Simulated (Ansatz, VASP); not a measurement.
**KCl: VASP beside Ansatz**

Contents of POSCAR:

```
KCl
1.0
    0.0000000000      3.2253564391      3.2253564391
    3.2253564391      0.0000000000      3.2253564391
    3.2253564391      3.2253564391      0.0000000000
K Cl
1 1
Direct
    0.0000000000      0.0000000000      0.0000000000
    0.5000000000      0.5000000000      0.5000000000
```

Contents of INCAR.step1:

```
ALGO = Normal
EDIFF = 1E-4
ENCUT = 520
GGA = PE
ISMEAR = 0
LASPH = True
LCHARG = False
LREAL = False
LWAVE = True
NBANDS = 15
NELM = 80
PREC = Accurate
SIGMA = 0.01
```

INCAR.step2

```
ALGO = Normal
EDIFF = 1E-6
ENCUT = 520
ISIF = 2
ISMEAR = 0
ISTART = 1
LASPH = True
LCHARG = False
LMIXTAU = True
LREAL = False
LWAVE = False
METAGGA = R2SCAN
NBANDS = 15
NELM = 80
PREC = Accurate
SIGMA = 0.01
```

Contents of KPOINTS:

```
k-points
0
Gamma
  8 8 8
```

Input for Ansatz:

```yaml
crystal:
  lattice:
    - [0.0, 3.2253564391, 3.2253564391]
    - [3.2253564391, 0.0, 3.2253564391]
    - [3.2253564391, 3.2253564391, 0.0]
  atoms:
    - { symbol: K, position: [0.0, 0.0, 0.0] }
    - { symbol: Cl, position: [0.5, 0.5, 0.5] }
kpoints:
  mp_grid: { grid: [8, 8, 8] }
  band_path:
    path:
      - [0.0, 0.0, 0.0]
      - [0.5, 0.0, 0.5]
      - [0.625, 0.25, 0.625]
      - [0.375, 0.375, 0.75]
      - [0.5, 0.5, 0.5]
      - [0.5, 0.25, 0.75]
    npoints: 1
hamiltonian:
  xc: r2scan
scf:
  occupations: { method: fixed }
  n_extra_bands: 4
output:
  forces: true
  stress: true
  eigenvalues: true
```

Change from the starting cell: hydrostatic strain +2.6%.

Alike in both runs: task single point; functional r2SCAN; k mesh 8 × 8 × 8; no spin polarisation.

|  | VASP | Ansatz |
| --- | --- | --- |
| version | VASP 6.6.1 | Ansatz 0.2.0 |
| potentials or method | VASP PAW PBE potentials, release 64 (K_sv, Cl) | plane waves, PAW |
| plane-wave cutoff (eV) | 520 | 500 |
| occupations | gaussian, width 0.01 eV | fixed |
| valence electrons in the cell | 16 | 16 |

```csv
,VASP,Ansatz,Ansatz less VASP
gap on the k mesh at the Fermi level (eV),5.58,5.57,-0.004
pressure (GPa),-1.2,-1.2,+0.04
```

Caveats: the PAW data sets were made with another functional, which shifts forces and pressure a little (VASP). A k mesh can miss the band edges.
